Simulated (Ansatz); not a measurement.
# ZrSe2: the cost of one run

Code: Ansatz 0.2.0. PAW datasets, plane waves. Spin-unpolarised throughout; all numbers are computed.

The COD entry's cell or inner coordinates are ideal or old and differ from later refinements, so a difference from it is no clean test against experiment.

**1. The cell**

The unstrained cell was relaxed with r2SCAN+rVV10; in each strained cell the atoms were relaxed again with r2SCAN+rVV10. Names of k-points are those of the unstrained zone, where strain can split equivalent points. First state: +5.8 % biaxial strain in x and y, free along z.

It is trigonal, P-3m1 (No. 164); a = 4.007 Å, c = 6.001 Å in the conventional setting, 27.82 Å³ an atom. Near Zr stand 6 Se at 2.74 Å; near Se stand 3 Zr at 2.74 Å.

As a file:

Space group P-3m1 (No. 164). a = 4.007 Å, b = 4.007 Å, c = 6.001 Å, α = 90.00°, β = 90.00°, γ = 120.00°
```csv
atom,site,symmetry,x,y,z
Zr,1a,-3m.,0.0000,0.0000,0.0000
Se,2d,3m.,0.3333,0.6667,0.2442
```

From earlier runs on the unstrained cell: PBE 0.31 eV, r2SCAN 0.61 eV, HSE06 0.96 eV; a = 3.789 Å, c = 6.181 Å.

**2. +5.8 % biaxial strain in x and y, free along z: PBE**

input.yaml reads:

```yaml
crystal:
  lattice:
    - [4.0072751806, 0.0, 0.0]
    - [-2.0036375903, 3.4704021064, 0.0]
    - [0.0, 0.0, 6.001359949]
  atoms:
    - { symbol: Zr, position: [0.0, 0.0, 0.0] }
    - { symbol: Se, position: [0.3333333333, 0.6666666667, 0.2441547124] }
    - { symbol: Se, position: [0.6666666667, 0.3333333333, 0.7558452876] }
kpoints:
  mp_grid: { grid: [12, 12, 4] }
  band_path:
    path:
      - [0.0, 0.0, 0.0]
      - [0.5, 0.0, 0.0]
      - [0.3333333333, 0.3333333333, 0.0]
      - [0.0, 0.0, 0.5]
      - [0.5, 0.0, 0.5]
      - [0.3333333333, 0.3333333333, 0.5]
      - [0.0, 0.5, 0.5]
    npoints: 1
hamiltonian:
  xc: pbe
scf:
  occupations: { method: fermi_dirac, width: 0.02 }
  n_extra_bands: 4
output:
  forces: true
  stress: true
  eigenvalues: true
  write_density: true
  write_potential: true
  elf: true
  volumetric_format: npy
```

The run is started by

```sh
$ ansatz run input.yaml --threads 4 --pin off --max-ram 5529MiB --backend cpu --events-out ev --progress --plain --runs-dir out
```

Q: Estimate wall time and peak memory on 4 threads of Intel Xeon Platinum 8488C (Sapphire Rapids), shared host.

About 2.1 s, with a peak of 0.52 GiB.
